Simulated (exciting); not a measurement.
**WC (Qusongite): single point with PBEsol**

The system is WC (Qusongite).

```
CELL_PARAMETERS angstrom
2.90650 0.00000 0.00000
-1.45325 2.51710 0.00000
0.00000 0.00000 2.83660
ATOMIC_POSITIONS crystal
W 0.00000 0.00000 0.00000
C 0.66667 0.33333 0.50000
```

```
Program                                  : exciting (release sodium)
Task                                     : single point
Functional                               : PBEsol
Potentials or basis                      : all-electron LAPW+lo, shipped species files, valence relativity iora*
rgkmax                                   : 7.5
k mesh                                   : 10 × 10 × 9
Occupations                              : fermi-dirac, width 0.05 eV
Spin                                     : no spin polarisation
gmaxvr (cutoff of density and potential) : 14 1/bohr
lmaxapw (and lmaxmat)                    : 10
lmaxvr                                   : 8
nempty                                   : 14
Valence relativity                       : iora*
epsengy                                  : 1e-05 Ha
epspot                                   : 1e-05 Ha
maxscl                                   : 60
Muffin-tin radii                         : W 2.3, C 1.45 bohr
```

* Band gap on the k mesh: none (metal or under the smearing width)
* All electrons inside the program's atomic spheres: W 71.39; C 4.27 (radii W 2.3, C 1.45 bohr)

Levels at points of the mesh, in eV from the Fermi level:
```tsv
k point	band 14	band 15	band 16	band 17	band 18	band 19
(0.00, 0.00, 0.00)	-3.33	-3.33	0.13	3.23	3.23	5.65
(0.50, 0.00, 0.00)	-3.61	-3.58	-0.42	2.33	4.55	4.91
```

Run time: 7.4 min on 1 thread of AMD EPYC 7R43 64-Core Processor (Zen 3), on a shared host, peak memory 0.12 GiB.

Caveat: the log's total energy holds no entropy term; the free energy is that total less TS from the occupations. Spin-orbit coupling is left out, which matters for the levels of W.
